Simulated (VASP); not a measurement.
Set up this calculation in VASP 6.6.1, as the native input.

```yaml
Task: single point
Functional: HSE06
Potentials_or_basis: VASP PAW PBE potentials, release 64 (Ga_d, As)
Cutoff: 520 eV
k_mesh: 6 × 6 × 6
Occupations: gaussian, width 0.02 eV
Spin: no spin polarisation
Grid_for_exact_exchange_PRECFOCK: Fast
Screening_parameter: 0.2 1/A
Further_INCAR_settings: ALGO = Normal; EDIFF = 1e-06; NBANDS = 16
```

The system is GaAs.

```
Ga As
1.0
     0.00000    2.81237    2.81237
     2.81237    0.00000    2.81237
     2.81237    2.81237    0.00000
Ga As
1 1
Direct
  0.00000 0.00000 0.00000
  0.25000 0.25000 0.25000
```

The cell was built by a generator and isn't the measured one.

One way to write it, as run:

POSCAR

```
GaAs
1.0
    0.0000000000      2.8123675000      2.8123675000
    2.8123675000      0.0000000000      2.8123675000
    2.8123675000      2.8123675000      0.0000000000
Ga As
1 1
Direct
    0.0000000000      0.0000000000      0.0000000000
    0.2500000000      0.2500000000      0.2500000000
```

INCAR.step1

```
SYSTEM = GaAs
  ALGO = Normal
  EDIFF = 1E-5
  ENCUT = 520
  GGA = PE
  ISIF = 2
  ISMEAR = 0
  LASPH = .TRUE.
  LCHARG = .FALSE.
  LREAL = .FALSE.
  LWAVE = .TRUE.
  NBANDS = 16
  NELM = 80
  PREC = Accurate
  SIGMA = 0.02
```

INCAR.step2

```
SYSTEM = GaAs
  ALGO = Normal
  EDIFF = 1E-6
  ENCUT = 520
  GGA = PE
  HFSCREEN = 0.2
  ISIF = 2
  ISMEAR = 0
  ISTART = 1
  LASPH = .TRUE.
  LCHARG = .FALSE.
  LHFCALC = .TRUE.
  LREAL = .FALSE.
  LWAVE = .FALSE.
  NBANDS = 16
  NELM = 80
  PREC = Accurate
  PRECFOCK = Fast
  SIGMA = 0.02
```

KPOINTS

```
k-points
0
G
  6 6 6
  0 0 0
```

Potentials or basis: VASP PAW PBE potentials, release 64 (Ga_d, As).

Command:

```sh
$ cat potpaw_PBE.64/Ga_d/POTCAR potpaw_PBE.64/As/POTCAR > POTCAR
$ cp INCAR.step1 INCAR
$ mpirun -np 1 vasp_std > vasp.out
$ cp INCAR.step2 INCAR
$ mpirun -np 1 vasp_std > vasp.out
```

It gave:

```yaml
Pressure: 2.2 GPa
Band_gap_on_the_k_mesh: 1.57 eV, direct
```

Caveat: the PAW data sets were made with another functional, which shifts forces and pressure a little.

It took 17 min on 1 thread of AMD EPYC 9R45 96-Core Processor (Zen 5), on a shared host, peak memory 0.26 GiB.
